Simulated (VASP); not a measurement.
Here is a VASP 6.6.1 calculation.

Contents of INCAR:

```
SYSTEM = Cs
ALGO = Fast
EDIFF = 1E-8
ENCUT = 520
GGA = PE
ISIF = 2
ISMEAR = -1
LASPH = .TRUE.
LCHARG = .FALSE.
LEFG = .TRUE.
LREAL = .FALSE.
LWAVE = .FALSE.
NBANDS = 26
NELM = 100
PREC = Accurate
SIGMA = 0.05
```

KPOINTS

```
k-points
0
G
  5 3 3
  0 0 0
```

POSCAR

```
Cs
1.0
    5.5192572500      0.0000000000      0.0000000000
    0.0000000000     10.0516815000      0.0000000000
    0.0000000000      0.0000000000      8.9880748700
Cs
4
Direct
    0.7393010300      0.3947436000      0.7500000000
    0.2606989700      0.6052564000      0.2500000000
    0.7393010300      0.1052564000      0.2500000000
    0.2606989700      0.8947436000      0.7500000000
```

Potentials or basis: VASP PAW PBE potentials, release 64 (Cs_sv).

Command:

```bash
$ cat potpaw_PBE.64/Cs_sv/POTCAR > POTCAR
$ mpirun -np 1 vasp_std > vasp.out
```

Question: What does it give for the largest force?

Answer: 0.021 eV/Å.

Question: Predict the pressure.

Answer: -0.1 GPa.

Question: What does it give for the band gap on the k mesh?

Answer: None (metal or under the smearing width).

Stress tensor (GPa, compression positive):
```
-0.14  0.00  0.00
 0.00 -0.16  0.00
 0.00  0.00 -0.04
```

Spin-orbit coupling is left out, which matters for the levels of Cs.
